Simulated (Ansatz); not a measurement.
# Au in Ansatz: the effect of functional

Crystal: Au.

```
Au
1.0
    -1.64615    1.64615    1.64615
     1.64615   -1.64615    1.64615
     1.64615    1.64615   -1.64615
Au
1
Direct
  0.00000 0.00000 0.00000
```

This isn't the form of Au at room conditions, which is fcc.

The cell isn't the ideal one: volume scaled by 0.98.

Alike in all runs:

* Program: Ansatz 0.2.0
* Task: single point
* Potentials or basis: Ansatz PAW
* k mesh: 11 × 11 × 11
* Occupations: fermi-dirac, width 0.05 eV
* Spin: no spin polarisation

One run gave: pressure -10.7 GPa. Which functional did it use?
A. PBEsol
B. LDA
C. r2SCAN

B.

```csv
functional,cutoff,pressure (GPa)
LDA,420 eV (not typed: the program's choice for these potentials),-10.7
PBEsol,420 eV (not typed: the program's choice for these potentials),-6.4
r2SCAN,500 eV (not typed: the program's choice for these potentials),-1.5
```

Caveats: the PAW data sets come from PBE, with cores solved anew for the run's functional, which leaves a small shift of forces and pressure.
